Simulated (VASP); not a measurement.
# VASP 6.6.1 run: BaTe

INCAR

```
ISIF = 2
LASPH = .TRUE.
LCHARG = .FALSE.
EDIFF = 1E-7
NSW = 0
LREAL = .FALSE.
NELM = 120
LWAVE = .FALSE.
PREC = Accurate
ISMEAR = 2
GGA = PE
NBANDS = 15
IBRION = -1
ENCUT = 520
SIGMA = 0.3
```

KPOINTS

```
KPOINTS created by Atomic Simulation Environment
0
Monkhorst-Pack
6 6 6
0 0 0
```

POSCAR

```
Ba Te
 1.0000000000000000
     0.0000000000000000    3.5323793129999999    3.5323793129999999
     3.4366518336000000    0.0000000000000000    3.5323793129999999
     3.4366518336000000    3.5323793129999999    0.0000000000000000
 Ba  Te
   1   1
Cartesian
  0.0000000000000000  0.0000000000000000  0.0000000000000000
  3.4366518336000000  3.5323793129999994  3.5323793129999994
```

The recommended PBE PAW datasets give the neutral cell 16 valence electrons.

Command

```
mpirun -np 1 vasp_std
```

OSZICAR

```
N       E                     dE             d eps       ncg     rms          rms(c)
DAV:   1     0.847313855088E+02    0.84731E+02   -0.62433E+03  1890   0.889E+02
DAV:   2    -0.345242485697E+01   -0.88184E+02   -0.80753E+02  2578   0.156E+02
DAV:   3    -0.857978029877E+01   -0.51274E+01   -0.50923E+01  2601   0.404E+01
DAV:   4    -0.870650630929E+01   -0.12673E+00   -0.12669E+00  2497   0.635E+00
DAV:   5    -0.870943679334E+01   -0.29305E-02   -0.29304E-02  2735   0.802E-01    0.372E+00
DAV:   6    -0.859885126386E+01    0.11059E+00   -0.12691E-01  2268   0.179E+00    0.245E+00
DAV:   7    -0.860075874772E+01   -0.19075E-02   -0.10900E-01  2408   0.185E+00    0.826E-01
DAV:   8    -0.860692157282E+01   -0.61628E-02   -0.14269E-02  2072   0.797E-01    0.202E-01
DAV:   9    -0.860731155844E+01   -0.38999E-03   -0.75595E-04  2667   0.181E-01    0.633E-02
DAV:  10    -0.860753129302E+01   -0.21973E-03   -0.34949E-04  2142   0.128E-01    0.246E-02
DAV:  11    -0.860754506163E+01   -0.13769E-04   -0.40263E-05  2598   0.355E-02    0.227E-02
DAV:  12    -0.860754119332E+01    0.38683E-05   -0.13158E-05  2345   0.189E-02    0.127E-02
DAV:  13    -0.860754196145E+01   -0.76814E-06   -0.88728E-07  2268   0.589E-03    0.171E-03
DAV:  14    -0.860754207768E+01   -0.11623E-06   -0.26367E-08  1974   0.103E-03    0.480E-04
DAV:  15    -0.860754216390E+01   -0.86215E-07   -0.83611E-09  1337   0.608E-04
   1 F= -.86075422E+01 E0= -.86082686E+01  d E =0.290589E-02
```

From OUTCAR

```
k-points           NKPTS =     63   k-points in BZ     NKDIM =     63   number of bands    NBANDS=     15

   NELECT =      16.0000    total number of electrons

   dimension x,y,z NGX =    40 NGY =   40 NGZ =   40
   dimension x,y,z NGXF=    80 NGYF=   80 NGZF=   80

  energy-cutoff  :      520.00
  volume of cell :       85.76
      direct lattice vectors                 reciprocal lattice vectors
     0.000000000  3.532379313  3.532379313    -0.145490444  0.141547653  0.141547653
     3.436651834  0.000000000  3.532379313     0.145490444 -0.141547653  0.141547653
     3.436651834  3.532379313  0.000000000     0.145490444  0.141547653 -0.141547653

 k-points in reciprocal lattice and weights: KPOINTS created by Atomic Simulation Env
   0.08333333  0.08333333  0.08333333       0.009
   0.25000000  0.08333333  0.08333333       0.009
   0.41666667  0.08333333  0.08333333       0.009
  -0.41666667  0.08333333  0.08333333       0.009
  -0.25000000  0.08333333  0.08333333       0.009
  -0.08333333  0.08333333  0.08333333       0.009
   0.08333333  0.25000000  0.08333333       0.019
   0.25000000  0.25000000  0.08333333       0.019
   ...

 E-fermi :   2.2262

 k-point     1 :       0.0833    0.0833    0.0833
  band No.  band energies     occupation
      1     -24.7400      2.00000
      2      -9.9289      2.00000
      3      -9.8961      2.00000
      4      -9.8933      2.00000
      5      -7.2148      2.00000
      6       2.0136      2.04654
      7       2.1409      1.56512
      8       2.1890      1.25965
      9       5.1751      0.00000
     10       5.2414      0.00000
     11       5.3606      0.00000
     12       5.4844      0.00000
     13       5.9593      0.00000
     14       6.1486      0.00000
     15       9.4923      0.00000

 k-point     2 :       0.2500    0.0833    0.0833
  band No.  band energies     occupation
      1     -24.7360      2.00000
      2     -10.0466      2.00000
      3      -9.9180      2.00000
      4      -9.8933      2.00000
      5      -7.0099      2.00000
      6       1.1693      1.99996
      7       1.6704      1.99235
      8       1.9730      2.09291
      9       5.2723      0.00000
     10       5.4969      0.00000
     11       5.9899      0.00000
     12       6.3119      0.00000
     13       6.9662      0.00000
     14       7.1549      0.00000
     15      10.4428      0.00000

 k-point     3 :       0.4167    0.0833    0.0833
  band No.  band energies     occupation
      1     -24.7296      2.00000
      2     -10.2324      2.00000
      3      -9.9200      2.00000
      4      -9.9044      2.00000
      5      -6.6877      2.00000
      6       0.3659      2.00000
      7       1.2516      1.99983
      8       1.4030      1.99822
      9       5.7430      0.00000
     10       6.3569      0.00000
     11       6.9643      0.00000
     12       7.5153      0.00000
     13       8.0441      0.00000
     14       8.8910      0.00000
     15      10.2411      0.00000

 ...

  Total        1.3745723      0.2997945      0.2997945      0.0000000      0.0000000      0.0000000
  in kB       25.6789916      5.6005927      5.6005927      0.0000000      0.0000000      0.0000000
  external PRESSURE =      12.2933924 kB  Pullay stress =       0.0000000 kB

 POSITION                                       TOTAL-FORCE (eV/Angst)
 -----------------------------------------------------------------------------------
      0.00000      0.00000      0.00000         0.000000      0.000000      0.000000
      3.43665      3.53238      3.53238         0.000000     -0.000000     -0.000000
 -----------------------------------------------------------------------------------
    total drift:                                0.000000     -0.000000     -0.000000

  FREE ENERGIE OF THE ION-ELECTRON SYSTEM (eV)
  ---------------------------------------------------
  free  energy   TOTEN  =        -8.6075421639 eV

  energy  without entropy=       -8.6104480522  energy(sigma->0) =       -8.60826864
```

It converged. Results: gap between bands v and c on the k mesh 1.77 eV; least direct gap on the k mesh 2.11 eV; pressure 1.2 GPa. Band v is the last that the valence electrons fill when counted band by band, and c is the next.

These settings aren't sound, so the numbers aren't properties of the crystal. The shifted mesh misses Γ, so a band edge there is missed.

On sound settings PBE gives a gap of 1.47 eV on its mesh and a pressure of 1.2 GPa for the intended cell.

The run took about 85 s on one core of a shared host (Intel Xeon Platinum 8488C) and held 0.27 GiB at most.
